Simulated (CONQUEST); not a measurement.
**Au under changes of volume**

One of the cells (16.855 Å³/atom); the others are scaled copies at fixed shape and fractional positions:

```
Au
1.0
     2.87792    0.00000    0.00000
     0.00000    2.87792    0.00000
     0.00000    0.00000    4.07000
Au
2
Cartesian
  0.0000 0.0000 0.0000
  1.4390 1.4390 2.0350
```

```yaml
Program: CONQUEST 1.3
Functional: PBEsol
Potentials_or_basis: PseudoDojo NC PBEsol, DZP, grid of 32 × 32 × 40 points
k_mesh: 9 × 9 × 7
Occupations: fermi-dirac, width 0.05 eV
Spin: no spin polarisation
```

| volume (Å³/atom) | energy over the lowest point (meV/atom) | pressure (GPa) |
| --- | --- | --- |
| 15.843 | 55.33 | 16.4 |
| 16.181 | 26.08 | 11.2 |
| 16.518 | 8.74 | 5.9 |
| 16.855 | 0.00 | 2.6 |
| 17.529 | ? | ? |
| 17.866 | 15.61 | -6.8 |

What does the run at 17.529 Å³/atom give?

Energy over the lowest point 3.73 meV/atom; pressure -4.2 GPa.

Worked out: A Birch-Murnaghan fit of order 3 (a polynomial in V^(-2/3)) to the other rows has its minimum at 17.06 Å³/atom with B0 = V·E''(V) = 164 GPa (rough, since the energies scatter). It gives 4.94 meV/atom at 17.529 Å³/atom, against the run's 3.73, and -dE/dV = -3.9 GPa, against -4.2.

Energies are extrapolated to zero smearing.

Caveats: the basis of atomic orbitals isn't converged, which shifts pressures, moduli and gaps; the real-space grid breaks the cell's symmetry a little.
